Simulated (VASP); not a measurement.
## K: equation of state with PBE

Crystal: K.

```
CELL_PARAMETERS angstrom
-2.69756 2.69756 2.69756
2.69756 -2.69756 2.69756
2.69756 2.69756 -2.69756
ATOMIC_POSITIONS crystal
K 0.00000 0.00000 0.00000
```

| Item | Value |
| --- | --- |
| Program | VASP 6.6.1 |
| Task | equation of state |
| Functional | PBE |
| Potentials or basis | VASP PAW PBE potentials, release 64 (K_sv) |
| Cutoff | 520 eV |
| k mesh | 7 × 7 × 7 |
| Occupations | fermi-dirac, width 0.05 eV |
| Spin | no spin polarisation |
| Further INCAR settings | ALGO = Normal; EDIFF = 1e-07; NBANDS = 10 |

The equilibrium volume is 73.71 Å³/atom (rough: see the caveat) and the bulk modulus is 3.6 GPa (rough).

Energy against volume, from the lowest point:
```
volume (Å³/atom)  energy (meV/atom)
          73.807               0.00
          75.378               0.40
          76.948               1.48
          78.519               3.16
          80.089               5.38
          81.659               8.10
          83.230              11.27
```

All runs of the series together: 85 s on 1 thread of Intel(R) Xeon(R) Platinum 8488C (Sapphire Rapids), with other jobs on the host.

Caveat: the minimum lies outside the volumes run.
